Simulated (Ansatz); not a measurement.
Level of theory: DFT PBE, scalar-relativistic, plane waves, PAW (Ansatz 0.2.0). Settings: cutoff 420 eV, Γ-centred meshes spaced at most about 0.3 Å⁻¹, and about 0.25 Å⁻¹ or finer for metals (2π included), Gaussian smearing. Spin is collinear in cells that carry moments; the others ran without spin or lost their moments.

Temperature and zero-point effects are left out.

**Question.** Which of these relaxed structures of Sc5Al is the lowest in energy?
A.
(no moments)
Space group P4/mmm (No. 123). a = 3.252 Å, b = 3.252 Å, c = 13.047 Å, α = 90.00°, β = 90.00°, γ = 90.00°
```tsv
atom	site	symmetry	x	y	z
Sc	2g	4mm	0.0000	0.0000	0.6434
Sc	2h	4mm	0.5000	0.5000	0.8224
Sc	1a	4/mmm	0.0000	0.0000	0.0000
Al	1d	4/mmm	0.5000	0.5000	0.5000
```

B.
(parallel moments up to 0.2 μB)
Space group P-6m2 (No. 187). a = 3.263 Å, b = 3.263 Å, c = 15.288 Å, α = 90.00°, β = 90.00°, γ = 120.00°
```
atom  site  symmetry       x       y       z
  Sc    2h       3m. 0.3333  0.6667  0.8456
  Sc    2g       3m. 0.0000  0.0000  0.6712
  Sc    1d      -6m2  0.3333  0.6667  0.5000
  Al    1a      -6m2  0.0000  0.0000  0.0000
```

**Answer.** A. The other, B, lies 78 meV/atom higher. Counting all near atoms (those within 1.25 times the shortest distance at each site): A has Sc 12, Al 12; B has Sc 12, Al 12. Both come from invented guesses. Shaken at random and relaxed again, A came back.

Another magnetic order may lie lower. Cells without such a test can be saddle points. Some structure types and database cells were kept out of the candidates from the start, so a known form may be missing.
